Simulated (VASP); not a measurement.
Set up this calculation in VASP 6.6.1, as the native input.

| Property | Result |
| --- | --- |
| Task | single point |
| Functional | PBE |
| Potentials or basis | VASP PAW PBE potentials, release 64 (Zn, Cu) |
| Cutoff | 520 eV |
| k mesh | 18 × 18 × 10 |
| Occupations | gaussian, width 0.1 eV |
| Spin | no spin polarisation |
| Dipole correction | no |
| Further INCAR settings | ALGO = Fast; EDIFF = 1e-06; NBANDS = 18 |

The structure of ZnCu lies in POSCAR:

```
ZnCu
1.0
    1.9473789073     -1.9472131521      0.0000000000
    1.9473789073      1.9472131521      0.0000000000
    0.0000000000      0.0000000000      3.4340804945
Zn Cu
1 1
Direct
    0.5000000000      0.5000000000      0.5000000000
    0.0000000000      0.0000000000      0.0000000000
```

The cell comes from a database or a generator and needn't be the stable form of this composition.

One way to write it, as run:

INCAR

```
SYSTEM = ZnCu
PREC     = Accurate       ! precision mode
ENCUT    = 520            ! plane-wave cutoff, eV
EDIFF    = 1E-6           ! SCF threshold, eV
ISMEAR   = 0              ! smearing method
SIGMA    = 0.1            ! smearing width, eV
LREAL    = .False.        ! projectors in reciprocal space
LASPH    = .True.         ! aspherical terms in the spheres
NELM     = 100            ! most SCF steps
ALGO     = Fast           ! electronic algorithm
ISIF     = 2              ! what is computed and relaxed
LWAVE    = .False.        ! write WAVECAR
LCHARG   = .False.        ! write CHGCAR
GGA      = PE             ! functional
NBANDS   = 18             ! bands
```

KPOINTS

```
Automatic mesh
0
Gamma
  18 18 10
  0 0 0
```

Potentials or basis: VASP PAW PBE potentials, release 64 (Zn, Cu).

Launch:

```bash
$ cat potpaw_PBE.64/Zn/POTCAR potpaw_PBE.64/Cu/POTCAR > POTCAR
$ mpirun -np 1 vasp_std > vasp.out
```

Results of the run:

```
Pressure               : 0.9 GPa
Band gap on the k mesh : none (metal or under the smearing width)
```

Wall time 3.2 min on 1 thread of Intel(R) Xeon(R) Platinum 8259CL CPU @ 2.50GHz (Skylake/Cascade Lake), on a shared host, peak memory 0.36 GiB.
